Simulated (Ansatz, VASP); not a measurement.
# GaN in two plane-wave programs, part 2 of 2

One calculation is typed for both programs; each brings its own data sets and cutoff. How far apart do they land?

VASP 6.6.1 and Ansatz 0.2.0.

So far. Step 2 (VASP: band structure, PBE): The run ends at a pressure of 3.49 GPa.

## Step 5: What the set-up changes

Further runs change the set-up of one program: Ansatz's method, potentials or start, or VASP's data sets, cutoff or form of LDA. The table gives Ansatz less VASP for each quantity, since a change that brings one quantity closer may part another.

| run | gap over the path points (eV) |
| --- | --- |
| as above | -0.0075 |
| Ansatz's all-electron LAPW method | 0.0100 |
| Ansatz's larger PAW set (cutoff 1300 eV) | 0.0094 |
| norm-conserving potentials (cutoff 1240 eV) | 0.014 |

## Step 6: Ansatz: single point, PBE

With cell and atoms fixed, the geometry can't cause a difference; cores, projectors, grids and the points listed under the comparison can.

The input, input.yaml:

```yaml
crystal:
  lattice:
    - [0.0, 2.2535006075, 2.2535006075]
    - [2.2535006075, 0.0, 2.2535006075]
    - [2.2535006075, 2.2535006075, 0.0]
  atoms:
    - { symbol: Ga, position: [0.0, 0.0, 0.0] }
    - { symbol: "N", position: [0.75, 0.75, 0.75] }
hamiltonian:
  xc: pbe
  pseudopotentials: { kind: paw }
kpoints:
  mp_grid: { grid: [8, 8, 8] }
scf:
  occupations: { method: gaussian, width: 0.01 }
  n_extra_bands: 4
output:
  forces: true
  stress: true
  eigenvalues: true
```

The run is started by

```sh
> ansatz run input.yaml --threads 2 --pin off --max-ram 4608MiB --backend cpu --events-out ev --progress --plain --runs-dir out
```

Numbers of over 12 decimals in the logs are rounded to 6 here.

Log:

```text
[...]
Crystal: 2 atoms, lattice volume = 22.888 Å³
Basis set: ecut = 420 eV, 459 PW (Γ), exchange–correlation on 48×48×48 points (8 copies of the dense FFT grid, shifted against one another)
Bands: 13, of which v1, the nominal top of the filled ones, is band 9 counted from 1 (8 counted from 0)
Symmetry: 24 space group operations
[...]
k-points: 29 of 512 (time reversal used)
[...]
--- Band table (eV; the first three rows and the last of 29) ---
  k-point 0: bands = [... 5 lower, -3.5203, 9.6505, 9.6505, 9.6505, 11.3671, 19.9614, 19.9614, 19.9614]
  k-point 1: bands = [... 5 lower, -3.5219, 8.1221, 9.4891, 9.4891, 12.5183, 19.2543, 20.1978, 20.1978]
  k-point 2: bands = [... 5 lower, -3.4654, 5.7942, 9.1303, 9.1303, 13.7085, 18.4338, 20.4151, 20.4151]
  k-point 28: bands = [... 5 lower, -1.5450, 3.9562, 5.9590, 6.0143, 15.8706, 18.0351, 19.9149, 20.7605]
[key lines of the parts left out:]
SCF converged after 6 iterations
Free energy (F): -4167.897770 eV
Fermi energy:    10.508832 eV
P = ⅓ Tr σ = 5.0205 GPa (50.205 kbar)
```

Wall time 1 s (2 threads of Arm Neoverse N1, shared host); peak memory 0.27 GiB.

The run ends at a pressure of 5.02 GPa.

## Step 7: VASP: single point, PBE

The same cell, functional, mesh and smearing now go to VASP, with its own data sets and cutoff.

The input, INCAR:

```
SYSTEM = GaN
PREC = Accurate
ENCUT = 450
EDIFF = 1E-08
NELM = 100
ISMEAR = 0
SIGMA = 0.01
LREAL = .FALSE.
ALGO = Normal
GGA = PE
NBANDS = 15
LORBIT = 11
LWAVE = .TRUE.
LCHARG = .FALSE.
KPAR = 8
```

The input, POSCAR:

```
GaN
1.0
    0.0000000000      2.2535006075      2.2535006075
    2.2535006075      0.0000000000      2.2535006075
    2.2535006075      2.2535006075      0.0000000000
Ga N
1 1
Direct
    0.0000000000      0.0000000000      0.0000000000
    0.7500000000      0.7500000000      0.7500000000
```

The input, KPOINTS:

```
Automatic mesh
0
Gamma
8 8 8
0 0 0
```

PAW data sets: Ga_d_GW and N_GW (PBE family, release 64).

The run is started by

```sh
> mpirun -np 8 vasp_std
```

Log:

```text
[banner, memory and clock lines left out]
running    8 mpi-ranks, on    1 nodes
[...]
[... a notice as in an earlier step ...]

 LDA part: xc-table for (Slater+PW92), standard interpolation
 POSCAR, INCAR and KPOINTS ok, starting setup
[...]
entering main loop
       N       E                     dE             d eps       ncg     rms          rms(c)
DAV:   1     0.118395189681E+03    0.11840E+03   -0.10498E+04   965   0.176E+03
DAV:   2    -0.578419638007E+01   -0.12418E+03   -0.11832E+03   933   0.366E+02
DAV:   3    -0.139923376614E+02   -0.82081E+01   -0.81555E+01  1164   0.106E+02
DAV:   4    -0.141285688508E+02   -0.13623E+00   -0.13620E+00   962   0.150E+01
[...]
DAV:  12    -0.121288785794E+02   -0.16160E-05   -0.76748E-06  1017   0.336E-02    0.315E-03
DAV:  13    -0.121288784092E+02    0.17026E-06   -0.55015E-07  1313   0.100E-02    0.372E-04
DAV:  14    -0.121288784140E+02   -0.48149E-08   -0.19860E-08   904   0.213E-03
   1 F= -.12128878E+02 E0= -.12128878E+02  d E =-.560737E-61
 writing wavefunctions
```

Parts of OUTCAR (step 7):

```text
  Total        0.4984504      0.4984504      0.4984504      0.0000000      0.0000000      0.0000000
  in kB       34.8922942     34.8922942     34.8922942      0.0000000      0.0000000      0.0000000
  external PRESSURE =      34.8922942 kB  Pullay stress =       0.0000000 kB

  FREE ENERGIE OF THE ION-ELECTRON SYSTEM (eV)
  ---------------------------------------------------
  free  energy   TOTEN  =       -12.1288784140 eV

  energy  without entropy=      -12.1288784140  energy(sigma->0) =      -12.12887841

[... 2 parts as in an earlier step ...]

[... 2 further parts left out ...]
[key lines of the parts left out:]
E-fermi :   5.2077
```

The run ends at a pressure of 3.49 GPa.

## Step 8: Side by side

The two programs side by side:

| quantity | Ansatz | VASP | difference |
| --- | --- | --- | --- |
| gap on the k mesh (eV) | 1.717 | 1.724 | -0.008 |

Not compared: the pressure (VASP's GW data sets at this cutoff don't carry it). A gap on the mesh is an upper bound, since the band edges may lie between its points.

## Step 9: What the set-up changes

Further runs change the set-up of one program: Ansatz's method, potentials or start, or VASP's data sets, cutoff or form of LDA. The table gives Ansatz less VASP for each quantity, since a change that brings one quantity closer may part another.

| run | gap on the k mesh (eV) |
| --- | --- |
| as above | -0.0077 |
| Ansatz's all-electron LAPW method | 0.0096 |
| Ansatz's larger PAW set (cutoff 1300 eV) | 0.0090 |
| norm-conserving potentials (cutoff 1240 eV) | 0.013 |

## Step 10: Outcome

```yaml
difference_in_gap_over_the_path_points_band_structure_pbe: -0.0075 eV
difference_in_gap_on_the_k_mesh_single_point_pbe: -0.0077 eV
```

The difference in gap on the k mesh is -0.0077 eV (single point, PBE), within the 0.08 eV picked in this series as the mark of a large difference. Band structure, PBE, Ansatz's all-electron LAPW method: the difference in gap over the path points goes from -0.0075 to 0.0100 eV. Band structure, PBE, Ansatz's larger PAW set (cutoff 1300 eV): the difference in gap over the path points goes from -0.0075 to 0.0094 eV. Band structure, PBE, norm-conserving potentials (cutoff 1240 eV): the difference in gap over the path points goes from -0.0075 to 0.014 eV. Single point, PBE, Ansatz's all-electron LAPW method: the difference in gap on the k mesh goes from -0.0077 to 0.0096 eV. Single point, PBE, Ansatz's larger PAW set (cutoff 1300 eV): the difference in gap on the k mesh goes from -0.0077 to 0.0090 eV. How closely two codes agree says nothing of how well the functional describes the real material.

[Lines on the potential files, build, host, timing and source positions are cut from VASP's logs without a mark.]

[Logs are printed without paths, hosts, clocks, repeated set-up lines and the standing remarks that a program may print on its own settings, such as how far it seeks lower states.]

[Hosts, paths, dates, database ids (printed as entryN), source tags and the programs' standing remarks are cut or masked in the printed files.]
